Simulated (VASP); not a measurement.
The system is BN.

```
B N
1.0
     0.00000    3.49532    2.16609
     1.25163    0.00000    2.16609
     1.25163    3.49532    0.00000
B N
1 1
Direct
  0.00005 0.00005 0.99995
  0.66665 0.66665 0.33335
```

Measurements of this composition are mostly on another form, of space group No. 194.

* Program: VASP 6.6.1
* Task: relaxation of cell and atoms
* Functional: PBE
* Potentials or basis: VASP PAW PBE potentials, release 64 (B, N)
* Cutoff: 600 eV
* k mesh: 12 × 12 × 12
* Occupations: gaussian, width 0.02 eV
* Spin: no spin polarisation

At the start: pressure 3.1 GPa; volume 9.48 Å³/atom.

Q: Where does the relaxation end?

A: Over 20 steps the energy falls by 5.8 meV/atom and the volume is 10.79 Å³/atom (+13.9 %); space group Fmm2 (No. 42, to 0.05 Å).

The path:
```tsv
step	energy change (eV)	largest force (eV/Å)	pressure (GPa)	volume (Å³)
1	0.0000	0.0097	3.12	18.95
2	0.0040	0.0285	-4.31	19.46
3	-0.0020	0.0054	0.29	19.14
4	-0.0027	0.0119	0.27	19.21
5	-0.0044	0.0638	0.22	19.44
6	-0.0069	0.1688	0.13	19.89
7	-0.0085	0.3827	0.03	20.78
8	-0.0086	0.3723	0.02	20.80
9	-0.0091	0.3409	0.01	20.86
10	-0.0098	0.2784	0.01	20.96
11	-0.0109	0.1544	-0.01	21.18
12	-0.0114	0.0898	-0.02	21.61
13	-0.0115	0.0329	-0.02	21.51
14	-0.0115	0.0294	-0.02	21.52
15	-0.0115	0.0191	0.00	21.54
16	-0.0115	0.0015	0.04	21.60
17	-0.0115	0.0065	0.04	21.58
18	-0.0115	0.0051	0.03	21.58
19	-0.0115	0.0056	0.03	21.58
20	-0.0115	0.0015	0.02	21.58
```

Final structure:
```
CELL_PARAMETERS angstrom
0.00000 3.94865 2.17535
1.25615 0.00000 2.17535
1.25615 3.94865 0.00000
ATOMIC_POSITIONS crystal
B 0.00003 0.00003 0.99997
N 0.66667 0.66667 0.33333
```
